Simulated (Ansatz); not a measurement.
# Cd (P6_3/mmc) in Ansatz: convergence with k mesh

Aim: find how far k mesh must go before the results for Cd settle, at PBE. This setting moves, with any that are tied to it; all else stays.

Program: Ansatz 0.2.0. These are calculated values, not measurements. Logs are shortened: lines on timing, memory, paths and dates and some standing lists are left out, and cuts for length are marked.

**1. Starting point**

It takes space group P6_3/mmc (No. 194, hexagonal). Conventional cell: a = 2.979 Å, b = 2.979 Å, c = 5.618 Å, α = 90.00°, β = 90.00°, γ = 120.00°. Cd (site symmetry -6m2) has 12 Cd at 2.98 to 3.29 Å as nearest neighbours.

**2. With k mesh 3 × 3 × 2**

The input, input.yaml:

```yaml
crystal:
  lattice:
    - [2.97887, 0.0, 0.0]
    - [-1.489435, 2.5797770946, 0.0]
    - [0.0, 0.0, 5.61765]
  atoms:
    - { symbol: Cd, position: [0.6666666667, 0.3333333333, 0.75] }
    - { symbol: Cd, position: [0.3333333333, 0.6666666667, 0.25] }
hamiltonian:
  xc: pbe
  pseudopotentials: { kind: paw }
kpoints:
  mp_grid: { grid: [3, 3, 2] }
scf:
  occupations: { method: fermi_dirac, width: 0.05 }
output:
  forces: true
  stress: true
  eigenvalues: true
```

Potentials or basis: Ansatz PAW.

The run is started by

```
$ ansatz run input.yaml --threads 2 --pin off --max-ram 5632MiB --backend cpu --events-out ev --progress --plain --runs-dir out
```

Run time: 0.73 s. Hardware: 2 threads of Intel Xeon at 2.50GHz (Skylake/Cascade Lake), shared host; peak memory 0.29 GiB.

Results:

```yaml
Free_energy: -16508.4054 eV
Pressure: 6.7 GPa
Band_gap_on_the_k_mesh: none (metal or under the smearing width)
```

**3. With k mesh 4 × 4 × 2**

input.yaml, as its differences from that of step 2:

```diff
@@ -12,3 +12,3 @@
 kpoints:
-  mp_grid: { grid: [3, 3, 2] }
+  mp_grid: { grid: [4, 4, 2] }
 scf:
```

Potentials or basis: Ansatz PAW.

The run is started by

```
$ ansatz run input.yaml --threads 2 --pin off --max-ram 5632MiB --backend cpu --events-out ev --progress --plain --runs-dir out
```

Run time: 0.91 s. Hardware: 2 threads of Intel Xeon at 2.50GHz (Skylake/Cascade Lake), shared host; peak memory 0.29 GiB.

What came out:

```yaml
Free_energy: -16509.1191 eV
Pressure: 1.3 GPa
Band_gap_on_the_k_mesh: none (metal or under the smearing width)
```

**4. With k mesh 5 × 5 × 3**

input.yaml, as its differences from that of step 3:

```diff
@@ -12,3 +12,3 @@
 kpoints:
-  mp_grid: { grid: [4, 4, 2] }
+  mp_grid: { grid: [5, 5, 3] }
 scf:
```

The run is started by

```
$ ansatz run input.yaml --threads 2 --pin off --max-ram 5632MiB --backend cpu --events-out ev --progress --plain --runs-dir out
```

Run time: 0.93 s. Hardware: 2 threads of Intel Xeon at 2.50GHz (Skylake/Cascade Lake), shared host; peak memory 0.29 GiB.

What came out:

| Item | Value |
| --- | --- |
| Free energy | -16508.8620 eV |
| Pressure | 3.4 GPa |
| Band gap on the k mesh | none (metal or under the smearing width) |

**5. With k mesh 6 × 6 × 3**

input.yaml, as its differences from that of step 4:

```diff
@@ -12,3 +12,3 @@
 kpoints:
-  mp_grid: { grid: [5, 5, 3] }
+  mp_grid: { grid: [6, 6, 3] }
 scf:
```

The run is started by

```
$ ansatz run input.yaml --threads 2 --pin off --max-ram 5632MiB --backend cpu --events-out ev --progress --plain --runs-dir out
```

It took 1.1 s on 2 threads of Intel Xeon at 2.50GHz (Skylake/Cascade Lake), shared host; peak memory 0.3 GiB.

Results:

| Property | Result |
| --- | --- |
| Free energy | -16508.8812 eV |
| Pressure | 3.2 GPa |
| Band gap on the k mesh | none (metal or under the smearing width) |

**6. With k mesh 7 × 7 × 4**

input.yaml, as its differences from that of step 5:

```diff
@@ -12,3 +12,3 @@
 kpoints:
-  mp_grid: { grid: [6, 6, 3] }
+  mp_grid: { grid: [7, 7, 4] }
 scf:
```

Potentials or basis: Ansatz PAW.

The run is started by

```
$ ansatz run input.yaml --threads 2 --pin off --max-ram 5632MiB --backend cpu --events-out ev --progress --plain --runs-dir out
```

Run time: 1.5 s. Hardware: 2 threads of Intel Xeon at 2.50GHz (Skylake/Cascade Lake), shared host; peak memory 0.31 GiB.

It converged, with:

| Quantity | Value |
| --- | --- |
| Free energy | -16508.9407 eV |
| Pressure | 2.6 GPa |
| Band gap on the k mesh | none (metal or under the smearing width) |

**7. With k mesh 9 × 9 × 4**

input.yaml, as its differences from that of step 6:

```diff
@@ -12,3 +12,3 @@
 kpoints:
-  mp_grid: { grid: [7, 7, 4] }
+  mp_grid: { grid: [9, 9, 4] }
 scf:
```

The run is started by

```
$ ansatz run input.yaml --threads 2 --pin off --max-ram 5632MiB --backend cpu --events-out ev --progress --plain --runs-dir out
```

It took 1.7 s on 2 threads of Intel Xeon at 2.50GHz (Skylake/Cascade Lake), shared host; peak memory 0.32 GiB.

Results (log left out):

* Free energy: -16508.8528 eV
* Pressure: 3.4 GPa
* Band gap on the k mesh: none (metal or under the smearing width)

**8. With k mesh 12 × 12 × 6**

input.yaml, as its differences from that of step 7:

```diff
@@ -12,3 +12,3 @@
 kpoints:
-  mp_grid: { grid: [9, 9, 4] }
+  mp_grid: { grid: [12, 12, 6] }
 scf:
```

The run is started by

```
$ ansatz run input.yaml --threads 2 --pin off --max-ram 5632MiB --backend cpu --events-out ev --progress --plain --runs-dir out
```

Wall time 3.1 s (2 threads of Intel Xeon at 2.50GHz (Skylake/Cascade Lake), shared host); peak memory 0.36 GiB.

It converged, with:

| Quantity | Value |
| --- | --- |
| Free energy | -16508.8853 eV |
| Pressure | 3.0 GPa |
| Band gap on the k mesh | none (metal or under the smearing width) |

**9. With k mesh 14 × 14 × 7**

input.yaml, as its differences from that of step 8:

```diff
@@ -12,3 +12,3 @@
 kpoints:
-  mp_grid: { grid: [12, 12, 6] }
+  mp_grid: { grid: [14, 14, 7] }
 scf:
```

Potentials or basis: Ansatz PAW.

The run is started by

```
$ ansatz run input.yaml --threads 2 --pin off --max-ram 5632MiB --backend cpu --events-out ev --progress --plain --runs-dir out
```

Run time: 3.6 s. Hardware: 2 threads of Intel Xeon at 2.50GHz (Skylake/Cascade Lake), shared host; peak memory 0.37 GiB.

It converged, with:

| Property | Result |
| --- | --- |
| Free energy | -16508.8787 eV |
| Pressure | 3.0 GPa |
| Band gap on the k mesh | none (metal or under the smearing width) |

**10. With k mesh 17 × 17 × 8**

input.yaml, as its differences from that of step 9:

```diff
@@ -12,3 +12,3 @@
 kpoints:
-  mp_grid: { grid: [14, 14, 7] }
+  mp_grid: { grid: [17, 17, 8] }
 scf:
```

Potentials or basis: Ansatz PAW.

The run is started by

```
$ ansatz run input.yaml --threads 2 --pin off --max-ram 5632MiB --backend cpu --events-out ev --progress --plain --runs-dir out
```

What it wrote:

```text
Warning: RAYON_NUM_THREADS=2 ignored (pool sized by the plan → 2); use --threads N
Engine: ansatz 0.2.0, x86_64-unknown-linux-gnu
Pseudopotentials: kind: paw
Pseudopotential: Cd, paw, valence charge 20, recommended cutoff 420 eV (normal), Cd.paw.azcp
Functional definition: PBE
  parameter kappa = 0.804
  parameter beta = 0.06672455060314922
  exchange = pbe_x(kappa = kappa, mu = beta*pi^2/3)
  correlation = pbe_c(beta = beta)
Crystal: 2 atoms, lattice volume = 43.171 Å³
Basis set: ecut = 420 eV, 835 PW (Γ), exchange–correlation on 40×40×80 points (8 copies of the dense FFT grid, shifted against one another)
Bands: 24, of which v1, the nominal top of the filled ones, is band 20 counted from 1 (19 counted from 0)
Symmetry: 24 space group operations
Space group: P63/mmc (ITA 194), of the structure as read, at distance tolerance 3.5e-5 Å
k-points: 165 of 2312
Non-local potential: Cd, projectors of the file, l = 0: 3, l = 1: 2, l = 2: 2, l = 3: 1
PAW form: soft (Blöchl's): semilocal exchange-correlation on the pseudo side does not see the compensation charge
PAW one-centre angular grid: Cd, 590 points (default); XC on 64 Gauss nodes
Initial density: superposition of atomic densities (neutral atoms: chi_scale 0, normalization atom), corrected by the library's trained network
Initial wavefunctions: pseudopotential atomic-orbital guess
Functional: x = pbe(κ = 0.804, μ = 0.2195149727645171), c = pbe(β = 0.06672455060314922)
SCF iter   1: F=—  HF=-16508.881433 eV  |F-HF|=—  |Δ(HF+E_count)|=         —  Δρ=6.73e-4  dr2=1.60e-4  ethr=1.77e-3  ⟨swp⟩=5.9  Hψ=15400  notcnv=0
preconditioner: auto → Kerker (q_TF=auto, 2.694 Å⁻¹)  [metal: Δε(μ)=0.072 eV  Ē_g=13.276 eV  σ=0.050 eV  W_gap=0.34  n_scr=22 (ndim 8)  ℏωp=27.7 eV  f_vac=0.000  D(μ)=0.52/eV (n_scr^D=2)]
SCF iter   2: F=—  HF=-16508.882000 eV  |F-HF|=—  |Δ(HF+E_count)|=   5.68e-4  Δρ=4.35e-4  dr2=7.48e-5  ethr=4.00e-7  ⟨swp⟩=2.5  Hψ=8817  notcnv=0
SCF iter   3: F=—  HF=-16508.882051 eV  |F-HF|=—  |Δ(HF+E_count)|=   5.05e-5  Δρ=7.44e-5  dr2=2.88e-6  ethr=1.87e-7  ⟨swp⟩=2.3  Hψ=5860  notcnv=0
SCF iter   4: F=—  HF=-16508.882050 eV  |F-HF|=—  |Δ(HF+E_count)|=   3.39e-7  Δρ=4.42e-5  dr2=4.36e-7  ethr=7.19e-9  ⟨swp⟩=2.0  Hψ=5994  notcnv=0
iter 5 did not close the SCF: its close was put off for the readings that it lacked (scf_convergence_deferred on its scf_iter line)
SCF iter   5: F=-16508.882050 eV  HF=-16508.882050 eV  |F-HF|=4.93e-8  |Δ(HF+E_count)|=   2.26e-8  Δρ=1.28e-5  dr2=2.93e-8  ethr=1.09e-9  ⟨swp⟩=2.0  Hψ=6302  notcnv=0
SCF iter   6: F=-16508.882050 eV  HF=-16508.882050 eV  |F-HF|=5.46e-10  |Δ(HF+E_count)|=   5.65e-8  Δρ=2.09e-6  dr2=1.44e-9  ethr=7.31e-11  ⟨swp⟩=2.0  Hψ=12166  notcnv=0
SCF 1 converged in 6 iterations: F = -16508.882050 eV  dr2 = 1.44e-9
SCF converged after 6 iterations
Free energy (F): -16508.882050 eV
Harris-Foulkes:  -16508.882050 eV  (|F-HF|=5.46e-10)
Internal energy: -16508.877587 eV  (E = F + TS)
E sigma→0 (E₀):  -16508.879819 eV
Entropy (-TS):   -0.004463 eV (-2.232 meV/atom)
Fermi energy:    14.750745 eV
--- Per-component energies (eV) ---
  E_band       = -789.023052
  E_kinetic    = 1009.983266
  E_local      = -5877.389461  (includes V_loc(G=0)·N_el)
  E_nonlocal   = 63.942334
  E_hartree    = 2767.668927
  E_xc         = -354.712242
  E_vxc        = -444.982966  (∫ρ·V_xc dr)
  E_paw        = -8163.738032  (= ΣΔE_a)
  E_vpaw       = -1075.916190  (= ΣTr[D̂ρ^β])
  E_aug_tail   = 0.000029  (compensation charges beyond the density's cutoff)
  E_ewald      = -5954.632409
  E_smearing   = -0.004463  (= −TS)
  E_closure    = 0.000000  (closes the sum)
  Σ components = -16508.882050   (vs F -16508.882050, Δ=0.00e0)
--- Forces (eV/Å), atoms counted from 1 ---
  atom   1  Cd    -0.00000000    -0.00000000    -0.00000000
  atom   2  Cd     0.00000000     0.00000000     0.00000000
  max |Σ_I F_I| component: 9.25e-18 eV/Å
--- Stress (GPa, compression-positive) ---
        3.349134      -0.000000       0.000000
       -0.000000       3.349134       0.000000
        0.000000       0.000000       2.188018
  P = ⅓ Tr σ = 2.9621 GPa (29.621 kbar)
--- Band table (eV; the first three rows and the last of 165) ---
  k-point 0: bands = ["-88.4067", "-88.4056", "-49.4676", "-49.4484", "-49.4284", "-49.4284", "-49.4264", "-49.4264", "4.8219", "5.0883", "5.4540", "5.4540", "5.5051", "5.5051", "5.8424", "5.9752", "5.9752", "6.2271", "6.2271", "11.6653", "11.6845", "25.0364", "28.4424", "29.3937"]
  k-point 1: bands = ["-88.4066", "-88.4056", "-49.4669", "-49.4491", "-49.4284", "-49.4284", "-49.4264", "-49.4264", "4.8319", "5.0780", "5.4531", "5.4531", "5.5009", "5.5009", "5.9365", "5.9877", "5.9877", "6.2198", "6.2198", "10.3428", "13.1590", "24.1129", "28.4530", "29.4534"]
  k-point 2: bands = ["-88.4065", "-88.4057", "-49.4648", "-49.4512", "-49.4281", "-49.4281", "-49.4267", "-49.4267", "4.8603", "5.0488", "5.4523", "5.4523", "5.4900", "5.4900", "6.0216", "6.0216", "6.1981", "6.1981", "6.2184", "9.1712", "14.7846", "22.3114", "28.4764", "29.2546"]
  k-point 164: bands = ["-88.4015", "-88.4015", "-49.4680", "-49.4680", "-49.4617", "-49.4617", "-49.4503", "-49.4503", "5.2656", "5.2656", "5.4398", "5.4398", "5.6251", "5.6251", "5.8234", "5.8234", "6.2105", "6.2105", "15.3906", "15.3906", "15.9749", "15.9749", "17.2502", "17.2502"]
```

It took 6.3 s on 2 threads of Intel Xeon at 2.50GHz (Skylake/Cascade Lake), shared host; peak memory 0.42 GiB.

Results:

| Quantity | Value |
| --- | --- |
| Free energy | -16508.8821 eV |
| Pressure | 3.0 GPa |
| Band gap on the k mesh | none (metal or under the smearing width) |

**11. Result**

| k mesh | energy less the tightest run, at zero smearing (meV/atom) | pressure (GPa) | SCF cycles | CPU time (s) | peak memory (GiB) |
| --- | --- | --- | --- | --- | --- |
| 3 × 3 × 2 | 244.41 | 6.74 | 6 | 1.1 | 0.29 |
| 4 × 4 × 2 | -117.55 | 1.28 | 6 | 1.3 | 0.29 |
| 5 × 5 × 3 | 10.37 | 3.44 | 6 | 1.4 | 0.29 |
| 6 × 6 × 3 | 2.62 | 3.18 | 6 | 1.5 | 0.3 |
| 7 × 7 × 4 | -29.88 | 2.62 | 6 | 2.4 | 0.31 |
| 9 × 9 × 4 | 16.39 | 3.35 | 6 | 2.9 | 0.32 |
| 12 × 12 × 6 | -1.85 | 2.96 | 6 | 5.7 | 0.36 |
| 14 × 14 × 7 | 2.09 | 3.00 | 6 | 6.6 | 0.37 |
| 17 × 17 × 8 | 0.00 | 2.96 | 6 | 12 | 0.42 |

Against the tightest run, the pressure stays within 0.1 GPa from 12 × 12 × 6 on. Not settled before the last step: the energy (to 1 meV/atom). Meshes of other sizes hit other points, so gaps and Fermi surfaces needn't settle smoothly. The tightest run that finished is the yardstick and may itself not be fully converged.
